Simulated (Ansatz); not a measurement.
Method: DFT PBE, scalar-relativistic, plane waves, PAW in Ansatz 0.2.0. Settings: cutoff 420 eV, Γ-centred meshes spaced at most about 0.3 Å⁻¹, and about 0.25 Å⁻¹ or finer for metals (2π included), Gaussian smearing. No spin polarisation.

Temperature and zero-point effects are left out.

Two relaxed structures of WSe₄:

A.

```cif
data_structure
_symmetry_space_group_name_H-M 'Pm-3m'
_symmetry_Int_Tables_number 221
_cell_length_a 4.9067
_cell_length_b 4.9067
_cell_length_c 4.9067
_cell_angle_alpha 90.000
_cell_angle_beta 90.000
_cell_angle_gamma 90.000
_cell_volume 118.13
loop_
_atom_site_label
_atom_site_type_symbol
_atom_site_symmetry_multiplicity
_atom_site_Wyckoff_symbol
_atom_site_fract_x
_atom_site_fract_y
_atom_site_fract_z
_atom_site_occupancy
W1 W 1 a 0.00000 0.00000 0.00000 1
Se1 Se 3 d 0.50000 0.00000 0.00000 1
Se2 Se 1 b 0.50000 0.50000 0.50000 1
```

B.

```cif
data_structure
_symmetry_space_group_name_H-M 'P-43m'
_symmetry_Int_Tables_number 215
_cell_length_a 5.4602
_cell_length_b 5.4602
_cell_length_c 5.4602
_cell_angle_alpha 90.000
_cell_angle_beta 90.000
_cell_angle_gamma 90.000
_cell_volume 162.79
loop_
_atom_site_label
_atom_site_type_symbol
_atom_site_symmetry_multiplicity
_atom_site_Wyckoff_symbol
_atom_site_fract_x
_atom_site_fract_y
_atom_site_fract_z
_atom_site_occupancy
W1 W 1 a 0.00000 0.00000 0.00000 1
Se1 Se 4 e 0.24514 0.24514 0.24514 1
```

Problem. Which is lower in energy, and by how much?

Solution. B is lower, by 297 meV/atom. A has space group Pm-3m (No. 221), 23.6 Å³/atom and no gap on its mesh; B has space group P-43m (No. 215), 32.6 Å³/atom and no gap. Counting Se atoms around W (those within 1.25 times the shortest such distance or 1.15 times the sum of covalent radii), A has W 6 and B has W 4. Even the lower one lies +0.15 eV/atom against the reference forms of the elements (uncorrected), so neither is stable at this level. In A, W is surrounded by 6 Se at 2.45 Å; Se on a site of symmetry 4/mmm is surrounded by 2 W at 2.45 Å and 12 Se at 3.47 Å; Se on a site of symmetry m-3m has 12 Se at 3.47 Å (long contacts). In B, W has 4 Se at 2.32 Å; around Se lies 1 W at 2.32 Å. Both come from invented guesses.

Weakly bound directions are ill-defined at this level, which has no dispersion term (P-43m), and this can change margins and order among such cells. Spin–orbit coupling, which can matter for W, is left out. Cells relaxed within their symmetry can be saddle points.
